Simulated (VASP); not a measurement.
# SnO2 (P4_2/mnm) in VASP: notebook, part 2 of 2

VASP 6.6.1. The steps go on from the part before.

## 3. Band structure, PBEsol, spin-orbit coupling, no magnetisation

INCAR

```
ALGO     = Normal         # electronic algorithm
EDIFF    = 1E-6           # SCF threshold, eV
ENCUT    = 520            # plane-wave cutoff, eV
GGA      = PS             # functional
GGA_COMPAT= False        
ISIF     = 2              # what is computed and relaxed
ISMEAR   = 0              # smearing method
KPAR     = 2            
LASPH    = True           # aspherical terms in the spheres
LCHARG   = False          # write CHGCAR
LORBIT   = 11             # projections on sites
LREAL    = False          # projectors in reciprocal space
LSORBIT  = True           # spin-orbit coupling
LWAVE    = False          # write WAVECAR
MAGMOM   = 0 0 0 0 0 0 0 0 0 0 0 0 0 0 0 0 0 0 # initial moments
NBANDS   = 70             # bands
NELM     = 80             # most SCF steps
PREC     = Accurate       # precision mode
SIGMA    = 0.03           # smearing width, eV
```

KPOINTS

```
k-points
0
Gamma
  4 4 6
```

POSCAR

```
SnO2                                    
1.0
    4.7714001542      0.0000000000      0.0000000000
   -0.0000000000      4.7714001542      0.0000000000
    0.0000000000      0.0000000000      3.2165924293
  Sn              O             
     2     4
Direct
     0.0000000000000000    0.0000000000000000    0.0000000000000000
     0.5000000000000000    0.5000000000000000    0.5000000000000000
     0.3062614077595441    0.3062614077595441    0.0000000000000000
     0.1937385922404559    0.8062614077595440    0.5000000000000000
     0.6937385922404560    0.6937385922404560    0.0000000000000000
     0.8062614077595440    0.1937385922404559    0.5000000000000000
```

KPOINTS_OPT is that of step 2.

Potentials or basis: VASP PAW PBE potentials, release 64 (Sn_d, O).

The run is started by

```
$ cat potpaw_PBE.64/Sn_d/POTCAR potpaw_PBE.64/O/POTCAR > POTCAR
$ mpirun -np 2 vasp_ncl > vasp.out
```

It took 5.4 min on 2 MPI ranks of Intel Xeon 6975P-C (Granite Rapids), shared host; peak memory 0.51 GiB.

The run converged. Its results:

* Free energy: -39.7434 eV
* Pressure: 0.1 GPa
* Valence electrons inside the program's atomic spheres: Sn 12.33; O 5.04

Caveat: the PAW data sets were made with another functional, which shifts forces and pressure a little.

## 4. Band structure, r2SCAN

INCAR

```
ALGO     = Normal         # electronic algorithm
EDIFF    = 1E-6           # SCF threshold, eV
ENCUT    = 520            # plane-wave cutoff, eV
ISIF     = 2              # what is computed and relaxed
ISMEAR   = 0              # smearing method
KPAR     = 2            
LASPH    = True           # aspherical terms in the spheres
LCHARG   = False          # write CHGCAR
LMIXTAU  = True         
LREAL    = False          # projectors in reciprocal space
LWAVE    = False          # write WAVECAR
METAGGA  = R2SCAN         # meta-GGA
NBANDS   = 35             # bands
NELM     = 80             # most SCF steps
PREC     = Accurate       # precision mode
SIGMA    = 0.03           # smearing width, eV
```

KPOINTS

```
k-points
0
Gamma
  6 6 8
```

POSCAR is that of step 3.

KPOINTS_OPT is that of step 3.

The run is started by

```
$ cat potpaw_PBE.64/Sn_d/POTCAR potpaw_PBE.64/O/POTCAR > POTCAR
$ mpirun -np 2 vasp_std > vasp.out
```

Wall time 3.5 min (2 MPI ranks of Intel Xeon 6975P-C (Granite Rapids), shared host); peak memory 0.28 GiB.

Results (log left out):

* Free energy: -84.6307 eV
* Pressure: -1.0 GPa
* Largest force: 0.039 eV/Å
* Band gap on the k mesh: 1.68 eV, direct
* Band gap along the path: 1.68 eV, direct

Forces on the atoms (eV/Å):
```
Sn   0.000  0.000  0.000
Sn   0.000  0.000  0.000
O   -0.028 -0.028  0.000
O    0.028 -0.028  0.000
O    0.028  0.028  0.000
O   -0.028  0.028  0.000
```

Stress tensor (GPa, compression positive):
```
-0.84  0.00  0.00
 0.00 -0.84  0.00
 0.00  0.00 -1.43
```

Levels at the corners of the path, in eV from the valence-band top:
```csv
point,band 24,band 25,band 26,band 27,band 28,band 29
Γ,-0.76,-0.76,0.00,1.68,6.68,6.98
X,-1.18,-0.62,-0.62,4.89,4.89,7.72
X,-1.18,-0.62,-0.62,4.89,4.89,7.72
M,-1.30,-0.90,-0.90,5.31,5.31,8.13
M,-1.30,-0.90,-0.90,5.31,5.31,8.13
Γ,-0.76,-0.76,0.00,1.68,6.68,6.98
Γ,-0.76,-0.76,0.00,1.68,6.68,6.98
Z,-1.64,-1.25,-1.25,6.75,6.75,10.46
Z,-1.64,-1.25,-1.25,6.75,6.75,10.46
R,-1.09,-0.69,-0.69,7.03,7.03,8.78
R,-1.09,-0.69,-0.69,7.03,7.03,8.78
A,-0.95,-0.84,-0.84,5.44,5.44,9.59
A,-0.95,-0.84,-0.84,5.44,5.44,9.59
Z,-1.64,-1.25,-1.25,6.75,6.75,10.46
X,-1.18,-0.62,-0.62,4.89,4.89,7.72
R,-1.09,-0.69,-0.69,7.03,7.03,8.78
M,-1.30,-0.90,-0.90,5.31,5.31,8.13
A,-0.95,-0.84,-0.84,5.44,5.44,9.59
```

Caveat: the PAW data sets were made with another functional, which shifts forces and pressure a little; spin-orbit coupling is left out, which moves the levels of the heavy elements. r2SCAN opens gaps a little over a GGA but as a rule still falls short of measured ones.

## 5. Band structure, TB-mBJ

POSCAR is that of step 4.

INCAR.step1

```
ALGO     = Normal         # electronic algorithm
EDIFF    = 1E-5           # SCF threshold, eV
ENCUT    = 520            # plane-wave cutoff, eV
GGA      = PE             # functional
ISIF     = 2              # what is computed and relaxed
ISMEAR   = 0              # smearing method
KPAR     = 2            
LASPH    = True           # aspherical terms in the spheres
LCHARG   = False          # write CHGCAR
LREAL    = False          # projectors in reciprocal space
LWAVE    = True           # write WAVECAR
NBANDS   = 35             # bands
NELM     = 80             # most SCF steps
PREC     = Accurate       # precision mode
SIGMA    = 0.03           # smearing width, eV
```

INCAR.step2

```
ALGO     = Normal         # electronic algorithm
EDIFF    = 1E-6           # SCF threshold, eV
ENCUT    = 520            # plane-wave cutoff, eV
ISIF     = 2              # what is computed and relaxed
ISMEAR   = 0              # smearing method
ISTART   = 1            
KPAR     = 2            
LASPH    = True           # aspherical terms in the spheres
LCHARG   = False          # write CHGCAR
LREAL    = False          # projectors in reciprocal space
LWAVE    = False          # write WAVECAR
METAGGA  = MBJ            # meta-GGA
NBANDS   = 35             # bands
NELM     = 80             # most SCF steps
PREC     = Accurate       # precision mode
SIGMA    = 0.03           # smearing width, eV
```

KPOINTS is that of step 4.

KPOINTS_OPT is that of step 4.

The run is started by

```
$ cat potpaw_PBE.64/Sn_d/POTCAR potpaw_PBE.64/O/POTCAR > POTCAR
$ cp INCAR.step1 INCAR
$ mpirun -np 2 vasp_std > vasp.out
$ cp INCAR.step2 INCAR
$ mpirun -np 2 vasp_std > vasp.out
```

It took 3 min on 2 MPI ranks of Intel Xeon 6975P-C (Granite Rapids), shared host; peak memory 0.3 GiB.

The run converged. Its results:

* Band gap on the k mesh: 2.86 eV, direct
* Band gap along the path: 2.86 eV, direct

Levels at the corners of the path, in eV from the valence-band top:
```tsv
point	band 23	band 24	band 25	band 26	band 27	band 28	band 29	band 30
Γ	-0.98	-0.75	-0.75	0.00	2.86	7.94	8.48	8.48
X	-0.96	-0.96	-0.55	-0.55	5.87	5.87	9.27	9.27
X	-0.96	-0.96	-0.55	-0.55	5.87	5.87	9.27	9.27
M	-1.04	-1.04	-0.79	-0.79	6.34	6.34	9.51	9.51
M	-1.04	-1.04	-0.79	-0.79	6.34	6.34	9.51	9.51
Γ	-0.98	-0.75	-0.75	0.00	2.86	7.94	8.48	8.48
Γ	-0.98	-0.75	-0.75	0.00	2.86	7.94	8.48	8.48
Z	-1.36	-1.36	-1.09	-1.09	7.64	7.64	11.74	11.74
Z	-1.36	-1.36	-1.09	-1.09	7.64	7.64	11.74	11.74
R	-0.97	-0.97	-0.51	-0.51	7.97	7.97	10.00	10.00
R	-0.97	-0.97	-0.51	-0.51	7.97	7.97	10.00	10.00
A	-0.83	-0.83	-0.77	-0.77	6.48	6.48	11.09	11.09
A	-0.83	-0.83	-0.77	-0.77	6.48	6.48	11.09	11.09
Z	-1.36	-1.36	-1.09	-1.09	7.64	7.64	11.74	11.74
X	-0.96	-0.96	-0.55	-0.55	5.87	5.87	9.27	9.27
R	-0.97	-0.97	-0.51	-0.51	7.97	7.97	10.00	10.00
M	-1.04	-1.04	-0.79	-0.79	6.34	6.34	9.51	9.51
A	-0.83	-0.83	-0.77	-0.77	6.48	6.48	11.09	11.09
```

Caveat: the PAW data sets were made with another functional, which shifts forces and pressure a little; spin-orbit coupling is left out, which moves the levels of the heavy elements.

## 6. Band structure, TB-mBJ, spin-orbit coupling, no magnetisation

POSCAR is that of step 5.

INCAR.step1: that of step 5 with these lines changed.

```diff
@@ -4,2 +4,3 @@
 GGA      = PE             # functional
+GGA_COMPAT= False        
 ISIF     = 2              # what is computed and relaxed
@@ -9,5 +10,8 @@
 LCHARG   = False          # write CHGCAR
+LORBIT   = 11             # projections on sites
 LREAL    = False          # projectors in reciprocal space
+LSORBIT  = True           # spin-orbit coupling
 LWAVE    = True           # write WAVECAR
-NBANDS   = 35             # bands
+MAGMOM   = 0 0 0 0 0 0 0 0 0 0 0 0 0 0 0 0 0 0 # initial moments
+NBANDS   = 70             # bands
 NELM     = 80             # most SCF steps
```

INCAR.step2: that of step 5 with these lines changed.

```diff
@@ -3,2 +3,3 @@
 ENCUT    = 520            # plane-wave cutoff, eV
+GGA_COMPAT= False        
 ISIF     = 2              # what is computed and relaxed
@@ -9,6 +10,9 @@
 LCHARG   = False          # write CHGCAR
+LORBIT   = 11             # projections on sites
 LREAL    = False          # projectors in reciprocal space
+LSORBIT  = True           # spin-orbit coupling
 LWAVE    = False          # write WAVECAR
+MAGMOM   = 0 0 0 0 0 0 0 0 0 0 0 0 0 0 0 0 0 0 # initial moments
 METAGGA  = MBJ            # meta-GGA
-NBANDS   = 35             # bands
+NBANDS   = 70             # bands
 NELM     = 80             # most SCF steps
```

KPOINTS

```
k-points
0
Gamma
  4 4 6
```

KPOINTS_OPT is that of step 5.

Potentials or basis: VASP PAW PBE potentials, release 64 (Sn_d, O).

The run is started by

```
$ cat potpaw_PBE.64/Sn_d/POTCAR potpaw_PBE.64/O/POTCAR > POTCAR
$ cp INCAR.step1 INCAR
$ mpirun -np 2 vasp_ncl > vasp.out
$ cp INCAR.step2 INCAR
$ mpirun -np 2 vasp_ncl > vasp.out
```

Run time: 12 min. Hardware: 2 MPI ranks of Intel Xeon 6975P-C (Granite Rapids), shared host; peak memory 0.58 GiB.

Results (log left out):

- Valence electrons inside the program's atomic spheres: Sn 11.85; O 5.31

Caveat: the PAW data sets were made with another functional, which shifts forces and pressure a little.

## 7. Summary

| level | spin | k mesh | gap on the mesh (eV) | pressure (GPa) |
| --- | --- | --- | --- | --- |
| PBEsol | off | 6 × 6 × 8 | 0.88 | 0.1 |
| PBEsol | SOC, no magnetisation | 4 × 4 × 6 | - | 0.1 |
| r2SCAN | off | 6 × 6 × 8 | 1.68 | -1.0 |
| TB-mBJ | off | 6 × 6 × 8 | 2.86 | - |
| TB-mBJ | SOC, no magnetisation | 4 × 4 × 6 | - | - |

Alike in all rows: task band structure; potentials or basis VASP PAW PBE potentials, release 64 (Sn_d, O); cell as given; cutoff (eV) 520; smearing gaussian 0.03 eV.

On the cell as given the gap runs from 0.88 eV (PBEsol) to 2.86 eV (TB-mBJ). The pressure there spans -1.0 GPa (r2SCAN) to 0.1 GPa (PBEsol); a positive pressure means that this level wants a larger cell, a negative one a smaller.

Caveats: the PAW data sets were made with another functional, which shifts forces and pressure a little; spin-orbit coupling is left out, which moves the levels of the heavy elements (some runs).

Total energies depend on the potentials used, so only differences within one code and one set of settings carry meaning.
